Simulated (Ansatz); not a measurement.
## Structure types of V compared at 130 GPa

Structure types of V are relaxed in primitive cells with their symmetry kept at 130 GPa, first on PAW files, then by LAPW. The enthalpy is E + pV at zero temperature, without zero-point motion. Only the types listed were tried, and differences under about 5 meV/atom are mesh noise. Not among the end structures: fcc, which may lie lower.

All numbers are PBE results (scalar-relativistic) from Ansatz 0.2.0, with Fermi–Dirac smearing of 0.1 eV, no spin polarisation. Methods: LAPW: all electrons, basis error target 0.5 meV/atom; PAW: frozen-core files, cutoff 420 eV.

k meshes: bcc 20×20×20, hcp 18×18×10, sc 18×18×18, omega 10×10×13, diamond 15×15×15.

```
start type         ends as          a, b, c (Å)  V (Å³/atom)  H − H(lowest), LAPW (meV/atom)
       bcc      bcc, Im-3m  2.652, 2.652, 2.652         9.33                             0.0
       hcp   hcp, P6_3/mmc  2.292, 2.292, 4.172         9.49                               ?
        sc       sc, Pm-3m  2.126, 2.126, 2.126         9.62                          1270.4
     omega   omega, P6/mmm  3.923, 3.923, 2.122         9.43                           229.1
   diamond  diamond, Fd-3m  4.333, 4.333, 4.333        10.17                               ?
```

Question: What belongs in the row "hcp", column "H − H(lowest), LAPW (meV/atom)"?

Answer: 441.8.

Question: Give the missing entry: row "diamond", column "H − H(lowest), LAPW (meV/atom)".

Answer: 3820.6.

Question: Split the lead of bcc over omega into energy and pV.

Answer: For omega less bcc: ΔE = +147.4 meV/atom, and p·ΔV = 130 GPa × +0.1007 Å³ × 6.242 meV/(GPa·Å³) = +81.7 meV/atom, together 229.1 meV/atom. bcc wins on both counts.
